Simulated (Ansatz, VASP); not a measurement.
ZnO: VASP beside Ansatz

```xyz
8
Lattice="3.2718 0.0000 0.0000 -1.6359 2.8335 0.0000 0.0000 0.0000 10.6303" Properties=species:S:1:pos:R:3 pbc="T T T"
Zn    0.0000    0.0000   -0.0059
Zn    0.0000    1.8890    2.6538
Zn    0.0000    0.0000    5.3092
Zn    1.6359    0.9445    7.9690
O     0.0000    0.0000    1.9993
O     0.0000    1.8890    4.6543
O     0.0000    0.0000    7.3144
O     1.6359    0.9445    9.9694
```

Alike in both runs: task single point; functional PBE; k mesh 9 × 9 × 2; no spin polarisation.

|  | VASP | Ansatz |
| --- | --- | --- |
| version | VASP 6.6.1 | Ansatz 0.2.0 |
| potentials or method | VASP PAW PBE potentials, release 64 (Zn, O) | plane waves, PAW |
| plane-wave cutoff (eV) | 520 | 420 |
| occupations | gaussian, width 0.01 eV | fixed |
| valence electrons in the cell | 72 | 72 |

```tsv
	VASP	Ansatz	Ansatz less VASP
gap on the k mesh at the Fermi level (eV)	0.67	0.69	+0.016
pressure (GPa)	0.9	0.0	-0.89
```
